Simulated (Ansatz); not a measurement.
# AlCu₃: clamped-ion elastic tensor

These are results of DFT PBEsol, scalar-relativistic, plane waves, PAW (Ansatz), not measurements. Plane waves to 420 eV; Γ-centred k mesh 8×8×8; Fermi-Dirac smearing of 0.15 eV. No spin polarisation.

Relaxed structure:
```yaml
crystal:
  lattice:
    - [4.17454, 0.00000, 0.00000]
    - [0.00000, 5.12460, 0.00000]
    - [0.00000, 0.00000, 4.47111]
  atoms:
    - { symbol: Al, position: [0.00000, 0.00000, 0.66452] }
    - { symbol: Al, position: [0.50000, 0.50000, 0.33548] }
    - { symbol: Cu, position: [0.00000, 0.50000, 0.66823] }
    - { symbol: Cu, position: [0.50000, 0.00000, 0.33177] }
    - { symbol: Cu, position: [0.00000, 0.25103, 0.16400] }
    - { symbol: Cu, position: [0.00000, 0.74897, 0.16400] }
    - { symbol: Cu, position: [0.50000, 0.24897, 0.83600] }
    - { symbol: Cu, position: [0.50000, 0.75103, 0.83600] }
```

In a metal, frequencies and elastic constants depend on the k mesh and the smearing, soft modes and shear constants most.

(1) Give the clamped-ion elastic constants (GPa, Voigt order xx yy zz yz xz xy, on the axes of the cell above).

(2) And the moduli of a polycrystal (Hill averages)?

Results:

(1)
```
281.1  87.8  94.8   0.0   0.0   0.0
 87.8 256.4 108.3   0.0   0.0   0.0
 94.8 108.2 250.8   0.0   0.0   0.0
  0.0   0.0   0.0  65.2   0.0   0.0
  0.0   0.0   0.0   0.0  59.8   0.0
  0.0   0.0   0.0   0.0   0.0  55.0
```

(2) B = 152 GPa, G = 68 GPa, E = 178 GPa, ν = 0.31.

Whether AlCu3 exists in this form wasn't checked.

Cost: 1 run of about 12 core-minutes, on Intel Xeon Platinum 8488C (Sapphire Rapids) (shared hosts).